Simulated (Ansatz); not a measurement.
We consider wurtzite InN, described by PBEsol+SOC in Ansatz (PAW).

Run with plane-wave cutoff 520 eV, 12×12×6 k mesh (along the axes of the cell as run), Fermi–Dirac smearing 0.01 eV, PAW data made under PBE.

Shape and atoms are relaxed at each volume.

Pressure at four volumes; x = ln(V/15.462 Å³). One pressure is withheld.

```csv
V (Å³/atom),x,P (GPa)
14.844,-0.0408,?
15.153,-0.0202,2.88
15.462,0.0000,0.00
16.081,0.0393,-4.87
```

Question: Pass a parabola P(x) through the three rows shown, estimate the bulk modulus and its pressure derivative near zero pressure, and predict the withheld pressure.

Answer: Slopes between the rows: (0.00 − (2.88))/(0.0000 − (-0.0202)) = -142.57 and (-4.87 − (0.00))/(0.0393 − (0.0000)) = -123.92 GPa. Their difference over the span 0.0595 is c = 18.65/0.0595 = 313.4 GPa, so P(x) = 2.88 + (-142.57)(x − (-0.0202)) + 313.4 (x − (-0.0202))(x − (0.0000)). At the middle row B = −dP/dx = −[-142.57 + 313.4 × 0.0202] = 136.2 GPa, and B′ = dB/dP = 2c/B = 4.6. At x = -0.0408 the parabola gives 6.08 GPa; the run gives 6.10 GPa. The Birch–Murnaghan fit to the energies at all volumes has B0 = 136 GPa and B′ = 4.6.

Measured, for comparison: bulk modulus 126 GPa (room temperature, no zero-point or thermal correction; as tabulated in Phys. Rev. B 49, 14 (GaN and InN under pressure), abstract). Computed (rounded) less measured: bulk modulus +8 %. A static lattice is as a rule a little smaller and stiffer than an uncorrected measurement, which narrows the difference in the bulk modulus and would widen misses of the other sign.

Note: the gap of the solid is closed in this run; this level leaves the solid without a gap, although one is measured; the bulk modulus comes from volumes at which shape and atoms were relaxed.

Ansatz is a first-principles code.
